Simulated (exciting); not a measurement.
Ru: band structure with PBEsol

The system is Ru.

```
Ru
1.0
     0.00000    2.70580    0.00000
    -2.34329   -1.35290    0.00000
     0.00000    0.00000    4.28190
Ru
2
Cartesian
  -0.7811 1.3529 3.2114
  -1.5622 0.0000 1.0705
```

```
Program                                  : exciting (release sodium)
Task                                     : band structure
Functional                               : PBEsol
Potentials or basis                      : all-electron LAPW+lo, shipped species files, valence relativity iora*
rgkmax                                   : 8
k mesh                                   : 11 × 11 × 6
Occupations                              : gaussian, width 0.0272 eV
Spin                                     : collinear spin, antiferromagnetic start
outputlevel                              : normal
reducebf                                 : 0.5
gmaxvr (cutoff of density and potential) : 14 1/bohr
lmaxapw (and lmaxmat)                    : 10
lmaxvr                                   : 8
nempty                                   : 28
Valence relativity                       : iora*
epsengy                                  : 1e-05 Ha
epspot                                   : 1e-05 Ha
maxscl                                   : 90
Muffin-tin radii                         : Ru 2.3 bohr
```

```
Band gap on the k mesh                            : none (metal or under the smearing width)
Net moment                                        : 0.00 μB per cell
All electrons inside the program's atomic spheres : Ru 42.05 (radii Ru 2.3 bohr)
```

Levels at the corners of the path, in eV from the Fermi level:
Spin up:
```tsv
point	band 13	band 14	band 15	band 16	band 17	band 18	band 19	band 20
Γ	-2.38	-1.86	-1.86	-1.33	-1.33	1.25	1.25	1.30
M	-2.03	-1.77	-1.47	1.50	1.94	2.00	4.14	6.19
K	-2.80	-2.80	-1.02	1.08	1.08	1.53	7.10	7.27
Γ	-2.38	-1.86	-1.86	-1.33	-1.33	1.25	1.25	1.30
A	-2.71	-2.71	-2.68	-2.68	0.61	0.61	0.61	0.61
L	-1.00	-1.00	0.50	0.50	1.76	1.76	3.44	3.44
H	-2.67	-2.67	-1.13	-1.13	1.30	1.30	8.52	8.52
A	-2.71	-2.71	-2.68	-2.68	0.61	0.61	0.61	0.61
L	-1.00	-1.00	0.50	0.50	1.76	1.76	3.44	3.44
M	-2.03	-1.77	-1.47	1.50	1.94	2.00	4.14	6.19
K	-2.80	-2.80	-1.02	1.08	1.08	1.53	7.10	7.27
H	-2.67	-2.67	-1.13	-1.13	1.30	1.30	8.52	8.52
```
Spin down:
| point | band 12 | band 13 | band 14 | band 15 | band 16 | band 17 | band 18 | band 19 | band 20 | band 21 |
| --- | --- | --- | --- | --- | --- | --- | --- | --- | --- | --- |
| Γ | -2.55 | -2.38 | -1.86 | -1.86 | -1.33 | -1.33 | 1.25 | 1.25 | 1.30 | 10.43 |
| M | -2.97 | -2.03 | -1.77 | -1.47 | 1.50 | 1.94 | 2.00 | 4.14 | 6.19 | 11.11 |
| K | -3.73 | -2.80 | -2.80 | -1.02 | 1.08 | 1.08 | 1.53 | 7.10 | 7.27 | 7.27 |
| Γ | -2.55 | -2.38 | -1.86 | -1.86 | -1.33 | -1.33 | 1.25 | 1.25 | 1.30 | 10.43 |
| A | -2.71 | -2.71 | -2.71 | -2.68 | -2.68 | 0.61 | 0.61 | 0.61 | 0.61 | 14.47 |
| L | -4.49 | -1.00 | -1.00 | 0.50 | 0.50 | 1.76 | 1.76 | 3.44 | 3.44 | 10.67 |
| H | -4.07 | -2.67 | -2.67 | -1.13 | -1.13 | 1.30 | 1.30 | 8.52 | 8.52 | 10.89 |
| A | -2.71 | -2.71 | -2.71 | -2.68 | -2.68 | 0.61 | 0.61 | 0.61 | 0.61 | 14.47 |
| L | -4.49 | -1.00 | -1.00 | 0.50 | 0.50 | 1.76 | 1.76 | 3.44 | 3.44 | 10.67 |
| M | -2.97 | -2.03 | -1.77 | -1.47 | 1.50 | 1.94 | 2.00 | 4.14 | 6.19 | 11.11 |
| K | -3.73 | -2.80 | -2.80 | -1.02 | 1.08 | 1.08 | 1.53 | 7.10 | 7.27 | 7.27 |
| H | -4.07 | -2.67 | -2.67 | -1.13 | -1.13 | 1.30 | 1.30 | 8.52 | 8.52 | 10.89 |

States per cell in windows of 1 eV (zero at the Fermi level; states under -8 eV left out):
| from (eV) | up | down |
| --- | --- | --- |
| -8.0 | 0.04 | 0.04 |
| -7.0 | 0.23 | 0.23 |
| -6.0 | 1.42 | 1.42 |
| -5.0 | 1.17 | 1.17 |
| -4.0 | 1.16 | 1.16 |
| -3.0 | 1.64 | 1.64 |
| -2.0 | 1.44 | 1.44 |
| -1.0 | 0.87 | 0.87 |
| 0.0 | 0.90 | 0.90 |
| 1.0 | 1.59 | 1.59 |
| 2.0 | 0.28 | 0.28 |
| 3.0 | 0.26 | 0.26 |
| 4.0 | 0.23 | 0.23 |
| 5.0 | 0.20 | 0.20 |
| 6.0 | 0.22 | 0.22 |
| 7.0 | 0.21 | 0.21 |

It took 4.9 min on 1 thread of Arm Neoverse V2, with other jobs on the host, peak memory 0.16 GiB.
